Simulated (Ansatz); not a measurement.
The system is PbO2.

```
CELL_PARAMETERS angstrom
0.00000 2.70199 2.70199
2.70199 0.00000 2.70199
2.70199 2.70199 0.00000
ATOMIC_POSITIONS crystal
Pb 0.00000 0.00000 0.00000
O 0.75000 0.75000 0.75000
O 0.25000 0.25000 0.25000
```

The cell comes from a database or a generator and needn't be the stable form of this composition.

| Quantity | Value |
| --- | --- |
| Program | Ansatz 0.2.0 |
| Task | single point |
| Functional | PBEsol |
| Potentials or basis | all-electron LAPW, scalar-relativistic |
| Cutoff | 314 eV (chosen from the basis error) |
| Basis error allowed | 0.001 eV/atom |
| k mesh | 9 × 9 × 9 |
| Occupations | fermi-dirac, width 0.05 eV |
| Spin | no spin polarisation |

On this cell: pressure -5.7 GPa; largest force zero by symmetry; band gap on the k mesh none (metal or under the smearing width).

The same run follows on a disturbed copy (atoms moved at random, drawn with an rms of 0.05 Å):

```
CELL_PARAMETERS angstrom
0.00000 2.70199 2.70199
2.70199 0.00000 2.70199
2.70199 2.70199 0.00000
ATOMIC_POSITIONS crystal
Pb 0.99611 0.00198 0.00536
O 0.74542 0.74686 0.74195
O 0.23800 0.27224 0.24122
```

Question: What changes?

Answer: The energy (extrapolated to zero smearing) moves by +8.5 meV/atom; pressure -5.3 GPa; largest force 0.483 eV/Å; band gap on the k mesh none (metal or under the smearing width).

Forces on the atoms (eV/Å):
```
Pb  -0.056 -0.277  0.094
O    0.359  0.021  0.180
O   -0.304  0.256 -0.274
```

Stress tensor (GPa, compression positive):
```
-5.20 -0.08  0.01
-0.08 -5.46 -0.32
 0.01 -0.32 -5.34
```
